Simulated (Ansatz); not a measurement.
# CdS (Hawleyite): the cost of one run

Computed with Ansatz 0.2.0 (DFT PBEsol, all-electron LAPW, scalar-relativistic unless said, unless a step's input says otherwise).

## Step 1: The system as given

Symmetry: F-43m, No. 216, cubic system. The conventional cell has a = 5.825 Å, b = 5.825 Å, c = 5.825 Å, α = 90.00°, β = 90.00°, γ = 90.00°. Around Cd (site symmetry -43m) lie 4 S at 2.52 Å. Around S (site symmetry -43m) lie 4 Cd at 2.52 Å.

As a file:

```
CELL_PARAMETERS angstrom
0.00000 2.91228 2.91228
2.91228 0.00000 2.91228
2.91228 2.91228 0.00000
ATOMIC_POSITIONS crystal
Cd 0.00000 0.00000 0.00000
S 0.75000 0.75000 0.75000
```

Cartesian axes are those of the input's lattice vectors. The structure goes back to a database entry.

## Step 2: Reference run, fine mesh, LAPW

Input file input.yaml:

```yaml
crystal:
  lattice:
    - [0.0, 2.91228339506, 2.91228339506]
    - [2.91228339506, 0.0, 2.91228339506]
    - [2.91228339506, 2.91228339506, 0.0]
  atoms:
    - { symbol: Cd, position: [0.0, 0.0, 0.0] }
    - { symbol: S, position: [0.75, 0.75, 0.75] }
kpoints:
  mp_grid: { grid: [6, 6, 6] }
scf:
  occupations: { method: fixed }
hamiltonian:
  xc: pbesol
  pseudopotentials: { kind: all_electron, lapw: { basis_error: 0.001 } }
output:
  forces: true
  stress: true
  eigenvalues: true
  eigenstates:
    nscf_kmesh: { grid: [12, 12, 12] }
    de_dk: true
    e_range: [-9, 11.0119773221]
  optics:
    e_range: [0, 25]
    de: 0.2
    sigma: 0.15
    bands: { spectra_wanted_up_to: 25 }
    nscf_kmesh: { grid: [12, 12, 12] }
checkpoint:
  write: ck
  write_wavefunctions: false
```

The run is started by

```
ansatz run input.yaml --threads 1 --pin off --max-ram 3072MiB --backend cpu --events-out ev --progress --plain --runs-dir out
```

Q: Estimate wall time and peak memory on 1 thread of Arm Neoverse V2, shared host.

About 70 s, with a peak of 0.34 GiB.
